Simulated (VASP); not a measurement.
# RuS (F-43m) in VASP: a series of runs

Aim: see how the results for RuS move with the level of theory and the settings. Levels: PBEsol+U, r2SCAN+U. Tasks: single point.

Everything below comes from runs of VASP 6.6.1. Logs are shortened: lines on timing, memory, paths and dates and some standing lists are left out, and cuts for length are marked.

## Step 1: Starting point

Symmetry: F-43m, No. 216, cubic system. Conventional cell: a = 5.529 Å, b = 5.529 Å, c = 5.529 Å, α = 90.00°, β = 90.00°, γ = 90.00°. Ru (site symmetry -43m) has 4 S at 2.39 Å as nearest neighbours. S (site symmetry -43m) is surrounded by 4 Ru at 2.39 Å.

The cell comes from a database or a generator and needn't be the stable form of this composition.

## Step 2: Single point, PBEsol+U, collinear spin, zero start

File INCAR:

```
ALGO     = Fast           # electronic algorithm
EDIFF    = 1E-7           # SCF threshold, eV
ENCUT    = 520            # plane-wave cutoff, eV
GGA      = PS             # functional
ISIF     = 2              # what is computed and relaxed
ISMEAR   = 0              # smearing method
ISPIN    = 2              # spin polarisation
LASPH    = True           # aspherical terms in the spheres
LCHARG   = False          # write CHGCAR
LDAU     = True           # DFT+U
LDAUJ    = 0 0          
LDAUL    = 2 -1           # shell
LDAUPRINT= 1            
LDAUTYPE = 2            
LDAUU    = 2 0            # U, eV
LMAXMIX  = 4              # l up to which the mixer works
LORBIT   = 11             # projections on sites
LREAL    = False          # projectors in reciprocal space
LWAVE    = False          # write WAVECAR
MAGMOM   = 0 0            # initial moments
NBANDS   = 21             # bands
NELM     = 80             # most SCF steps
PREC     = Accurate       # precision mode
SIGMA    = 0.05           # smearing width, eV
```

File KPOINTS:

```
k-points
0
Gamma
  6 6 6
```

File POSCAR:

```
RuS
1.0
    0.0000000000      2.7642955000      2.7642955000
    2.7642955000      0.0000000000      2.7642955000
    2.7642955000      2.7642955000      0.0000000000
Ru S
1 1
Direct
    0.0000000000      0.0000000000      0.0000000000
    0.2500000000      0.2500000000      0.2500000000
```

Potentials or basis: VASP PAW PBE potentials, release 64 (Ru_pv, S).

The run is started by

```console
$ cat potpaw_PBE.64/Ru_pv/POTCAR potpaw_PBE.64/S/POTCAR > POTCAR
$ mpirun -np 1 vasp_std > vasp.out
```

OUTCAR:

```text
EDIFF = 1E-7
   ENCUT = 520
   GGA = PS
   ISIF = 2
   ISMEAR = 0
   ISPIN = 2
   LASPH = True
   LORBIT = 11
   LREAL = False
   NELM = 80
   PREC = Accurate

 ion  position               nearest neighbor table
   1  0.000  0.000  0.000-   2 2.39   2 2.39   2 2.39   2 2.39
   2  0.250  0.250  0.250-   1 2.39   1 2.39   1 2.39   1 2.39

  LATTYP: Found a face centered cubic cell.
 ALAT       =     5.5285910000

  Lattice vectors:

 A1 = (   0.0000000000,   2.7642955000,   2.7642955000)
 A2 = (   2.7642955000,   0.0000000000,   2.7642955000)
 A3 = (   2.7642955000,   2.7642955000,   0.0000000000)

Analysis of symmetry for initial positions (statically):
=====================================================================
 Subroutine PRICEL returns:
 Original cell was already a primitive cell.

 Routine SETGRP: Setting up the symmetry group for a
 face centered cubic supercell.

 Subroutine GETGRP returns: Found 24 space group operations
 (whereof 24 operations were pure point group operations)
 out of a pool of 48 trial point group operations.

The static configuration has the point symmetry T_d .

Analysis of symmetry for dynamics (positions and initial velocities):
=====================================================================
 Subroutine PRICEL returns:
 Original cell was already a primitive cell.

 Routine SETGRP: Setting up the symmetry group for a
 face centered cubic supercell.

 Subroutine GETGRP returns: Found 24 space group operations
 (whereof 24 operations were pure point group operations)
 out of a pool of 48 trial point group operations.

The dynamic configuration has the point symmetry T_d .

Analysis of structural, dynamic, and magnetic symmetry:
=====================================================================
 Subroutine PRICEL returns:
 Original cell was already a primitive cell.

 Routine SETGRP: Setting up the symmetry group for a
 face centered cubic supercell.

 Subroutine GETGRP returns: Found 24 space group operations
 (whereof 24 operations were pure point group operations)
 out of a pool of 48 trial point group operations.

The overall configuration has the point symmetry T_d .

 Subroutine INISYM returns: Found 24 space group operations
 (whereof 24 operations are pure point group operations),
 and found     1 'primitive' translations

----------------------------------------------------------------------------------------

                                     Primitive cell

  volume of cell :      42.2458

  direct lattice vectors                    reciprocal lattice vectors
     0.000000000  2.764295500  2.764295500    -0.180877913  0.180877913  0.180877913
     2.764295500  0.000000000  2.764295500     0.180877913 -0.180877913  0.180877913
     2.764295500  2.764295500  0.000000000     0.180877913  0.180877913 -0.180877913

  length of vectors
     3.909304187  3.909304187  3.909304187     0.313289735  0.313289735  0.313289735

  position of ions in fractional coordinates (direct lattice)
     0.000000000  0.000000000  0.000000000
     0.250000000  0.250000000  0.250000000

  ion indices of the primitive-cell ions
   primitive index   ion index
                 1           1
                 2           2

----------------------------------------------------------------------------------------

 KPOINTS: k-points

Automatic generation of k-mesh.
 Grid dimensions read from file:
[... 57 lines left out ...]
   LREAL  =      F    real-space projection
[... 7 lines left out ...]
   TEBEG  =    0.0;   TEEND  =   0.0 temperature during run
   PSTRESS=    0.0 pullay stress
   NELECT =      20.0000    total number of electrons
   NUPDOWN=      -1.0000    fix difference up-down
   EMIN   =  10.00;   EMAX   =-10.00  energy-range for DOS
   EFERMI =   0.00;   METHOD = LEGACY
   ISMEAR =     0;   SIGMA  =   0.05  broadening in eV -4-tet -1-fermi 0-gaus
   EFERMI_NEDOS =   21; number of points for ismear=-14 and -15
   IALGO  =     68    algorithm
   IMIX   =      4    mixing-type and parameters
     AMIX     =   0.40;   BMIX     =  1.00
     AMIX_MAG =   1.60;   BMIX_MAG =  1.00
  volume/ion in A,a.u.               =      21.12       142.54
  Fermi-wavevector in a.u.,A,eV,Ry     =   1.275921  2.411141 22.149927  1.627974
  Thomas-Fermi vector in A             =   2.408606
   LORBIT       =     11    0 simple, 1 ext, 2 COOP (PROOUT), +10 PAW based schemes
 LDA+U is selected, type is set to LDAUTYPE =  2
   angular momentum for each species LDAUL =     2   -1
   U (eV)           for each species LDAUU =   2.0  0.0
   J (eV)           for each species LDAUJ =   0.0  0.0
   GGA     = PS    functional components
   LHFCALC =     F    Hartree Fock is set to
   AEXX    =    0.0000 exact exchange contribution
   IVDW    =     0    specifies the selected vdW correction
   LEPSILON=     F    determine dielectric tensor
   LRPA    =     F    only Hartree local field effects (RPA)
 spin polarized calculation
 RMM-DIIS sequential band-by-band and
 Gauss-broadening in eV      SIGMA  =   0.05
  energy-cutoff  :      520.00
  volume of cell :       42.25
 maximum number of plane-waves:      1158
 NGX is ok and might be reduce to    30
   NGX = 15   NGY = 15   NGZ = 15

 number of electron      19.9999994 magnetization      -0.0000082

atom =   1  type =  1  l = 2

 onsite density matrix

spin component  1

  0.5223 -0.0000  0.0000 -0.0000  0.0000
 -0.0000  0.5223 -0.0000  0.0000  0.0000
  0.0000 -0.0000  0.7487 -0.0000  0.0000
 -0.0000  0.0000 -0.0000  0.5223 -0.0000
  0.0000  0.0000  0.0000 -0.0000  0.7487

spin component  2

  0.5223 -0.0000  0.0000 -0.0000  0.0000
 -0.0000  0.5223 -0.0000  0.0000  0.0000
  0.0000 -0.0000  0.7487 -0.0000  0.0000
 -0.0000  0.0000 -0.0000  0.5223 -0.0000
  0.0000  0.0000  0.0000 -0.0000  0.7487

 occupancies and eigenvectors

  o =  0.5223  v =  1.0000  0.0000  0.0000  0.0000  0.0000  0.0000  0.0000  0.0000  0.0000  0.0000      0.0000  0.0000  0.0000  0.0000  0.0000  0.0000  0.0000  0.0000  0.0000  0.0000
  o =  0.5223  v =  0.0000  0.8569 -0.0000 -0.5154 -0.0000  0.0000  0.0000  0.0000  0.0000  0.0000      0.0000  0.0000  0.0000  0.0000  0.0000  0.0000  0.0000  0.0000  0.0000  0.0000
  o =  0.5223  v =  0.0000 -0.5154 -0.0000 -0.8569 -0.0000  0.0000  0.0000  0.0000  0.0000  0.0000      0.0000  0.0000  0.0000  0.0000  0.0000  0.0000  0.0000  0.0000  0.0000  0.0000
  o =  0.5223  v =  0.0000  0.0000  0.0000  0.0000  0.0000  0.0000  0.9927  0.0000  0.1208 -0.0000      0.0000  0.0000  0.0000  0.0000  0.0000  0.0000  0.0000  0.0000  0.0000  0.0000
  o =  0.5223  v =  0.0000  0.0000  0.0000  0.0000  0.0000  1.0000  0.0000  0.0000  0.0000  0.0000      0.0000  0.0000  0.0000  0.0000  0.0000  0.0000  0.0000  0.0000  0.0000  0.0000
  o =  0.5223  v =  0.0000  0.0000  0.0000  0.0000  0.0000  0.0000  0.1208 -0.0000 -0.9927 -0.0000      0.0000  0.0000  0.0000  0.0000  0.0000  0.0000  0.0000  0.0000  0.0000  0.0000
  o =  0.7487  v =  0.0000 -0.0000 -0.4611  0.0000 -0.8874  0.0000  0.0000  0.0000  0.0000  0.0000      0.0000  0.0000  0.0000  0.0000  0.0000  0.0000  0.0000  0.0000  0.0000  0.0000
  o =  0.7487  v =  0.0000 -0.0000 -0.8874 -0.0000  0.4611  0.0000  0.0000  0.0000  0.0000  0.0000      0.0000  0.0000  0.0000  0.0000  0.0000  0.0000  0.0000  0.0000  0.0000  0.0000
  o =  0.7487  v =  0.0000  0.0000  0.0000  0.0000  0.0000  0.0000  0.0000 -0.5132  0.0000 -0.8583      0.0000  0.0000  0.0000  0.0000  0.0000  0.0000  0.0000  0.0000  0.0000  0.0000
  o =  0.7487  v =  0.0000  0.0000  0.0000  0.0000  0.0000  0.0000  0.0000 -0.8583  0.0000  0.5132      0.0000  0.0000  0.0000  0.0000  0.0000  0.0000  0.0000  0.0000  0.0000  0.0000

 number of electron      19.9999994 magnetization       0.0000051

 Free energy of the ion-electron system (eV)
  ---------------------------------------------------
  ext. energy  EPLUGINS =         0.00000000
  ---------------------------------------------------
  free energy    TOTEN  =       -11.92806472 eV

  energy without entropy =      -11.92590050  energy(sigma->0) =      -11.92698261

 E-fermi :   5.8293     XC(G=0): -10.3987

 val. band max:        5.7503110589   @ k =  -0.3333   0.3333   0.1667
 cond. band min:       5.8705382605   @ k =   0.5000   0.3333   0.0000
 fundamental gap:      0.1202272016
 Fermi energy:         5.8292745524

 spin component 1

 k-point     1 :       0.0000    0.0000    0.0000
  band No.  band energies     occupation
      1     -36.6536      1.00000
      2     -36.6536      1.00000
      3     -36.6536      1.00000
      4      -8.6176      1.00000
      5       0.5926      1.00000
      6       0.5926      1.00000
[... 373 lines left out ...]
     20      19.2646      0.00000
     21      19.6548      0.00000
 Fermi energy:         5.8292745524

 spin component 2

 k-point     1 :       0.0000    0.0000    0.0000
  band No.  band energies     occupation
      1     -36.6536      1.00000
      2     -36.6536      1.00000
      3     -36.6536      1.00000
      4      -8.6176      1.00000
      5       0.5926      1.00000
      6       0.5926      1.00000
[... 373 lines left out ...]
     20      19.2646      0.00000
     21      19.6548      0.00000

------------------------ aborting loop because EDIFF is reached ----------------------------------------

  FORCE on cell =-STRESS in cart. coord.  units (eV):
  Direction    XX          YY          ZZ          XY          YZ          ZX
  --------------------------------------------------------------------------------------
  -------------------------------------------------------------------------------------
  Total       -5.5261455     -5.5261455     -5.5261455     -0.0000000      0.0000000     -0.0000000
  in kB     -209.5798376   -209.5798376   -209.5798376     -0.0000000      0.0000000     -0.0000000
  external PRESSURE =    -209.5798376 kB  Pullay stress =       0.0000000 kB

 VOLUME and BASIS-vectors are now :
 -----------------------------------------------------------------------------
  energy-cutoff  :      520.00
  volume of cell :       42.25
      direct lattice vectors                 reciprocal lattice vectors
     0.000000000  2.764295500  2.764295500    -0.180877913  0.180877913  0.180877913
     2.764295500  0.000000000  2.764295500     0.180877913 -0.180877913  0.180877913
     2.764295500  2.764295500  0.000000000     0.180877913  0.180877913 -0.180877913

 POSITION                                       TOTAL-FORCE (eV/Angst)
 -----------------------------------------------------------------------------------
      0.00000      0.00000      0.00000        -0.000000     -0.000000     -0.000000
      1.38215      1.38215      1.38215         0.000000      0.000000      0.000000
 -----------------------------------------------------------------------------------
    total drift:                                0.000000      0.000000      0.000000

  FREE ENERGIE OF THE ION-ELECTRON SYSTEM (eV)
  ---------------------------------------------------
  free  energy   TOTEN  =       -11.9280647212 eV

  energy  without entropy=      -11.9259004987  energy(sigma->0) =      -11.92698261

 total charge

# of ion       s       p       d       tot
------------------------------------------
    1        0.273   6.149   6.079  12.501
    2        1.320   2.234   0.000   3.554
--------------------------------------------------
tot          1.594   8.383   6.079  16.056

 magnetization (x)

# of ion       s       p       d       tot
------------------------------------------
    1       -0.000  -0.000   0.000   0.000
    2        0.000   0.000   0.000   0.000
--------------------------------------------------
tot          0.000   0.000   0.000   0.000
```

It took 73 s on 1 thread of AMD EPYC, shared host; peak memory 0.15 GiB.

Results:

```yaml
Free_energy: -11.9281 eV
Pressure: -21.0 GPa
Band_gap_on_the_k_mesh: none (metal or under the smearing width)
Net_moment: 0.00 μB per cell
Valence_electrons_inside_the_program's_atomic_spheres: Ru 12.50; S 3.55
```

Levels at points of the mesh, in eV from the Fermi level:
Spin up:
| k point | band 6 | band 7 | band 8 | band 9 | band 10 | band 11 | band 12 | band 13 | band 14 | band 15 |
| --- | --- | --- | --- | --- | --- | --- | --- | --- | --- | --- |
| (0.00, 0.00, 0.00) | -5.24 | -5.24 | -1.95 | -1.95 | 1.47 | 2.59 | 2.59 | 2.59 | 7.33 | 7.33 |
| (0.50, 0.00, 0.00) | -4.92 | -4.92 | -1.65 | -1.65 | -1.16 | 1.06 | 1.06 | 3.93 | 7.66 | 8.18 |
| (0.50, 0.50, 0.00) | -4.26 | -4.26 | -2.01 | -1.37 | -1.19 | -0.42 | -0.42 | 5.03 | 6.48 | 9.68 |
Spin down:
| k point | band 7 | band 8 | band 9 | band 10 | band 11 | band 12 | band 13 | band 14 |
| --- | --- | --- | --- | --- | --- | --- | --- | --- |
| (0.00, 0.00, 0.00) | -5.24 | -1.95 | -1.95 | 1.47 | 2.59 | 2.59 | 2.59 | 7.33 |
| (0.50, 0.00, 0.00) | -4.92 | -1.65 | -1.65 | -1.16 | 1.06 | 1.06 | 3.93 | 7.66 |
| (0.50, 0.50, 0.00) | -4.26 | -2.01 | -1.37 | -1.19 | -0.42 | -0.42 | 5.03 | 6.48 |

Eigenvalues of the final occupation matrices:
```tsv
site	spin	trace	eigenvalues
site 1 d	1	3.06	0.52 0.52 0.52 0.75 0.75
site 1 d	2	3.06	0.52 0.52 0.52 0.75 0.75
```

Caveat: the PAW data sets were made with another functional, which shifts forces and pressure a little.

(Continued in part 2 of 2.)
